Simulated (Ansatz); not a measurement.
# Wurtzite alloy of ZnO and MgO (6 of 96 Zn sites exchanged), 192 atoms

Ansatz, PAW, plane waves. PBEsol relaxation of cell lengths and atoms (angles held) at the single k point (½, ½, ½); single points on the relaxed atoms at the Γ point alone, onto which points of the small cell's zone fold. Arrangement: quasirandom. No spin–orbit coupling unless named.

Relaxed cell: a = 12.913 Å, b = 16.804 Å, c = 10.427 Å, α = 90.00°, β = 90.00°, γ = 90.00°.

Mean bond lengths: Mg–O 1.969 Å; O–Zn 1.971 Å.

(1) What gap lies between the top filled and the lowest empty level in the single points?

Results:

(1) HSE06 2.68 eV (3.3 min on NVIDIA GB200).
